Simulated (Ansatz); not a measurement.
## Cr (fcc): energy against volume

Theory: Ansatz 0.2.0, DFT, PBEsol, plane waves (420 eV) with PAW, scalar-relativistic. The PAW files were generated under PBE, with cores re-solved for the functional.

The cell is scaled uniformly from the relaxed one, with fractional coordinates and shape fixed. Energies are extrapolated to zero smearing, pressures are those at the given smearing. Magnetic state: non-magnetic.

A Birch-Murnaghan fit gives V₀ = 11.45 Å³/atom, B₀ = 260 GPa, B₀′ = 4.2.

Q: What are the energy above the minimum and the pressure at 10.082 Å³/atom?

A: 163.7 meV/atom and 42.93 GPa as computed.

Q: What are the energy above the minimum and the pressure at 11.915 Å³/atom?

A: 14.6 meV/atom and -9.43 GPa as computed.

Q: What are the energy above the minimum and the pressure at 12.373 Å³/atom?

A: 53.3 meV/atom and -17.04 GPa as computed.
